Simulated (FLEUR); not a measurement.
## Pd in FLEUR: convergence with lnonsphr

Input of the first run (lnonsphr 3); the others differ in this setting and in those tied to it:

The input inp.xml:

```xml
<?xml version="1.0" encoding="UTF-8" standalone="no"?>
<fleurInput fleurInputVersion="0.39">
   <comment>
      Pd                                                                                                  
   </comment>
   <calculationSetup>
      <cutoffs Kmax="4.12" Gmax="12.8" GmaxXC="12.8" numbands="0"/>
      <scfLoop itmax="60" minDistance="0.00001" maxIterBroyd="15" imix="Anderson" alpha="0.05" precondParam="0.0" spinf="2.0" sdNocoIR="T"/>
      <coreElectrons ctail="T" frcor="F" kcrel="0" coretail_lmax="0"/>
      <xcFunctional name="pbe" relativisticCorrections="F"/>
      <magnetism jspins="1"/>
      <soc l_soc="F" theta="0.0" phi="0.0" spav="F"/>
      <expertModes spex="0" secvar="F"/>
      <geometryOptimization l_f="T" forcealpha="1.0" forcemix="BFGS" epsdisp="0.0005" epsforce="0.0002"/>
      <ldaU l_linMix="F" mixParam="0.05" spinf="1.0"/>
   </calculationSetup>
   <cell>
      <bzIntegration valenceElectrons="18.0" mode="hist" fermiSmearingEnergy="0.00183747">
         <kPointListSelection listName="default-1"/>
         <!-- k-points included here -->
         <xi:include xmlns:xi="http://www.w3.org/2001/XInclude" href="kpts.xml"> </xi:include>
      </bzIntegration>
      <!-- symmetry operations included here -->
      <xi:include xmlns:xi="http://www.w3.org/2001/XInclude" href="sym.xml"> </xi:include>
      <bulkLattice scale="1.0">
         <bravaisMatrix>
            <row-1>   -2.9711804809122127     2.9711804809122127     2.9711804809122127</row-1>
            <row-2>    2.9711804809122127    -2.9711804809122127     2.9711804809122127</row-2>
            <row-3>    2.9711804809122127     2.9711804809122127    -2.9711804809122127</row-3>
         </bravaisMatrix>
      </bulkLattice>
   </cell>
   <atomSpecies>
      <species name="Palladium (Pd)" element="Pd" atomicNumber="46">
         <mtSphere radius="2.38" gridPoints="787" logIncrement="0.016"/>
         <atomicCutoffs lmax="10" lnonsphr="3"/>
         <electronConfig flipSpins="F">
            <coreConfig>(1s1/2) (2s1/2) (2p1/2) (2p3/2) (3s1/2) (3p1/2) (3p3/2) (3d3/2) (3d5/2)</coreConfig>
            <valenceConfig>(4s1/2) (4p1/2) (4p3/2) (5s1/2) (4d3/2) (4d5/2)</valenceConfig>
            <stateOccupation state="(5s1/2)" spinUp="0.500000" spinDown="0.500000"/>
            <stateOccupation state="(4d3/2)" spinUp="1.800000" spinDown="1.800000"/>
            <stateOccupation state="(4d5/2)" spinUp="2.700000" spinDown="2.700000"/>
         </electronConfig>
         <energyParameters s="5" p="5" d="4" f="4"/>
         <lo type="SCLO" l="0" n="4" eDeriv="0"/>
         <lo type="SCLO" l="1" n="4" eDeriv="0"/>
         <lo type="SCLO" l="1" n="4" eDeriv="1"/>
         <lo type="SCLO" l="2" n="4" eDeriv="2"/>
         <lo type="SCLO" l="3" n="4" eDeriv="2"/>
      </species>
   </atomSpecies>
   <atomGroups>
      <atomGroup species="Palladium (Pd)">
         <relPos label="                   1">.0000000000 .0000000000 .0000000000</relPos>
         <force calculate="T" relaxXYZ="TTT"/>
      </atomGroup>
   </atomGroups>
   <output dos="F" band="F" slice="F">
      <checks vchk="F" cdinf="F"/>
      <bandDOS minEnergy="-.5*Htr" maxEnergy="0.5*Htr" sigma="0.015" storeEVData="T"/>
      <vacuumDOS vacdos="F" integ="F" star="F" nstars="0" locx1="0.0" locy1="0.0" locx2="0.0" locy2="0.0" nstm="0" tworkf="0.0"/>
      <unfoldingBand unfoldBand="F" supercellX="1" supercellY="1" supercellZ="1"/>
      <plotting iplot="0" polar="F">
         <plot TwoD="T" vec1="  1.0  0.0  0.0" vec2="  0.0  1.0  0.0" vec3="  0.0  0.0  1.0" zero="  0.0  0.0  0.0" file="plot"/>
      </plotting>
      <chargeDensitySlicing numkpt="0" minEigenval="0.0" maxEigenval="0.0" nnne="0" pallst="F"/>
      <specialOutput eonly="F"/>
      <moessbauerParams electricFieldGradient="T" isomerShift="T" coreHyperfine="T" valenceHyperfine="T"/>
      <magneticCircularDichroism mcd="F" energyLo="-10.0" energyUp="0.0"/>
   </output>
  <!-- We include the file relax.xml here to enable relaxations (see documentation) -->
  <xi:include xmlns:xi="http://www.w3.org/2001/XInclude" href="relax.xml"> <xi:fallback/> </xi:include>
</fleurInput>
```

The input crystal.txt:

```
Pd
&input cartesian=F /
-1.5722810000  1.5722810000  1.5722810000
1.5722810000  -1.5722810000  1.5722810000
1.5722810000  1.5722810000  -1.5722810000
1.8897261246
1.0 1.0 1.0

1
46 0.0000000000  0.0000000000  0.0000000000

&kpt div1=10 div2=10 div3=10 gamma=T /
```

Potentials or basis: all-electron, FLAPW.

Command:

```bash
$ inpgen -f crystal.txt -profile fastHighL
$ # inp.xml edited to the form shown
$ fleur_MPI
```

This isn't the form of Pd at room conditions, which is fcc.

Hardware: 1 thread of Arm Neoverse V1 (shared host).

```csv
lnonsphr,"energy less the tightest run, at zero smearing (meV/atom)",SCF cycles,CPU time (s),peak memory (GiB)
2,refused,-,-,-
3,14.36,15,16,0.06
4,7.50,15,16,0.06
5,3.99,15,16,0.06
6,1.37,15,16,0.06
8,0.00,15,18,0.06
```

Not settled before the last step: the energy (to 1 meV/atom). The tightest run that finished is the yardstick and may itself not be fully converged.
